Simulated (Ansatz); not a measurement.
input.yaml (Ansatz)

```yaml
crystal:
  lattice:
    - [-2.7971929413, 3.2185168283, 1.3730173056]
    - [3.2185168283, -2.7971929413, 1.3730173056]
    - [1.9588529342, 1.9588529342, -0.601361835]
  atoms:
    - { symbol: Rh, position: [0.0102247971, 0.9897752029, 0.0] }
    - { symbol: Rh, position: [0.7397752029, 0.2602247971, 0.5] }
hamiltonian:
  xc: rpbe
  pseudopotentials:
    kind: paw
    azcp:
      Rh: "pseudopotentials/Rh.paw.azcp"
basis:
  ecutwfc: 420
  fft_grid_basis: typed
kpoints:
  mp_grid: { grid: [14, 14, 13], shift: [0, 0, 0] }
magnetization:
  spin_polarized: false
scf:
  occupations: { method: fermi_dirac, width: 0.1 }
  lower_state_search: "off"
output:
  stress: true
  write_density: true
  write_potential: true
  elf: true
  volumetric_format: npy
```

Output

```
Engine: ansatz 0.2.0, x86_64-unknown-linux-gnu
Pseudopotentials: kind: paw
Pseudopotential: Rh, paw, valence charge 17, recommended cutoff 420 eV (normal) 
Functional definition: RPBE
  parameter kappa = 0.804
  parameter beta = 0.06672455060314922
  exchange = rpbe_x(kappa = kappa, mu = beta*pi^2/3)
  correlation = pbe_c(beta = beta)
Crystal: 2 atoms, lattice volume = 33.883 Å³
Basis set: ecut = 420 eV, 663 PW (Γ)
Bands: 21, of which v1, the nominal top of the filled ones, is band 17 counted from 1 (16 counted from 0)
Symmetry: 4 space group operations
Space group: C2/c (ITA 15), of the structure as read, at distance tolerance 3.2e-5 Å
k-points: 687 of 2548
Non-local potential: Rh, projectors of the file, l = 0: 3, l = 1: 2, l = 2: 2, l = 3: 1
PAW form: soft (Blöchl's): semilocal exchange-correlation on the pseudo side does not see the compensation charge
PAW frozen core: Rh, regenerated for the run's functional, and the local potential with it (the file was generated under x = pbe(κ = 0.804, μ = 0.2195149727645171), c = pbe(β = 0.06672455060314922))
PAW one-centre angular grid: Rh, 590 points (default); XC on 64 Gauss nodes
Initial density: superposition of atomic densities (neutral atoms: chi_scale 0, normalization atom), corrected by the library's trained network
Initial wavefunctions: pseudopotential atomic-orbital guess
Functional: x = rpbe, c = pbe(β = 0.06672455060314922)
SCF iter   1: F=—  HF=-12820.163503 eV  |F-HF|=—  |Δ(HF+E_count)|=         —  Δρ=1.14e-2  dr2=1.87e-2  ethr=1.77e-3  ⟨swp⟩=4.7  Hψ=55408  notcnv=0
SCF iter   2: F=—  HF=-12820.160384 eV  |F-HF|=—  |Δ(HF+E_count)|=   3.12e-3  Δρ=4.97e-3  dr2=3.70e-3  ethr=5.51e-5  ⟨swp⟩=2.1  Hψ=25824  notcnv=0
SCF iter   3: F=—  HF=-12820.159843 eV  |F-HF|=—  |Δ(HF+E_count)|=   5.42e-4  Δρ=1.06e-3  dr2=1.84e-4  ethr=1.09e-5  ⟨swp⟩=2.6  Hψ=21197  notcnv=0
SCF iter   4: F=—  HF=-12820.159885 eV  |F-HF|=—  |Δ(HF+E_count)|=   4.24e-5  Δρ=2.00e-4  dr2=9.29e-6  ethr=5.42e-7  ⟨swp⟩=2.4  Hψ=19104  notcnv=0
SCF iter   5: F=—  HF=-12820.159884 eV  |F-HF|=—  |Δ(HF+E_count)|=   5.11e-7  Δρ=8.76e-5  dr2=1.88e-6  ethr=2.73e-8  ⟨swp⟩=1.8  Hψ=20494  notcnv=0
SCF iter   6: F=—  HF=-12820.159885 eV  |F-HF|=—  |Δ(HF+E_count)|=   3.78e-7  Δρ=2.98e-5  dr2=1.30e-7  ethr=5.53e-9  ⟨swp⟩=2.5  Hψ=20550  notcnv=0
SCF iter   7: F=-12820.159885 eV  HF=-12820.159885 eV  |F-HF|=4.97e-10  |Δ(HF+E_count)|=   3.04e-8  Δρ=5.85e-6  dr2=8.31e-9  ethr=2.94e-10  ⟨swp⟩=7.1  Hψ=86055  notcnv=0
SCF 1 converged in 7 iterations: F = -12820.159885 eV  dr2 = 8.31e-9
SCF converged after 7 iterations
Free energy (F): -12820.159885 eV
Harris-Foulkes:  -12820.159885 eV  (|F-HF|=4.97e-10)
Internal energy: -12820.043117 eV  (E = F + TS)
E sigma→0 (E₀):  -12820.101501 eV
Entropy (-TS):   -0.116768 eV (-58.384 meV/atom)
Fermi energy:    17.128962 eV
--- Per-component energies (eV) ---
  E_band       = -328.604752
  E_kinetic    = 1138.828583
  E_local      = -3724.146624  (includes V_loc(G=0)·N_el)
  E_nonlocal   = 709.405454
  E_hartree    = 1320.322977
  E_xc         = -440.376053
  E_vxc        = -551.592252  (∫ρ·V_xc dr)
  E_paw        = -7188.968918  (= ΣΔE_a)
  E_vpaw       = -541.749206  (= ΣTr[D̂ρ^β])
  E_aug_tail   = 0.001876  (compensation charges beyond the density's cutoff)
  E_ewald      = -4634.902192
  E_core_change = -0.208222  (= ΣΔE_core)
  E_smearing   = -0.116768  (= −TS)
  E_closure    = -0.000000  (closes the sum)
  Σ components = -12820.159885   (vs F -12820.159885, Δ=0.00e0)
--- Stress (GPa, compression-positive) ---
      -18.882108       0.147026       0.429233
        0.147026     -18.882108       0.429233
        0.429233       0.429233     -16.084048
  P = ⅓ Tr σ = -17.9494 GPa (-179.494 kbar)
--- Band table (eV; the first three rows and the last of 687) ---
  k-point 0: bands = ["-61.2560", "-61.1755", "-29.3966", "-29.0317", "-28.9443", "-28.9188", "-28.8818", "-28.8623", "10.6485", "12.3280", "13.2129", "13.9953", "14.5097", "15.7782", "15.8497", "16.5063", "16.8370", "17.2589", "18.0663", "19.7389", "25.9626"]
  k-point 1: bands = ["-61.2538", "-61.1756", "-29.3886", "-29.0422", "-28.9423", "-28.9246", "-28.8817", "-28.8777", "10.7872", "12.4511", "13.2184", "14.0204", "14.4939", "15.8079", "15.8250", "16.3180", "16.9761", "17.2515", "17.5560", "20.3979", "25.9445"]
  k-point 2: bands = ["-61.2474", "-61.1761", "-29.3653", "-29.0707", "-28.9418", "-28.9368", "-28.9209", "-28.8814", "11.1859", "12.7900", "13.2322", "14.0684", "14.4690", "15.6858", "15.9438", "16.0008", "16.8343", "17.1590", "17.2435", "21.6106", "25.8905"]
  k-point 686: bands = ["-61.1980", "-61.1967", "-29.3408", "-29.3382", "-28.9650", "-28.9620", "-28.9027", "-28.8876", "12.5173", "12.5343", "13.9723", "14.2354", "15.6573", "15.6642", "16.5220", "16.7630", "17.2764", "17.6127", "18.0487", "18.4186", "24.0182"]
```
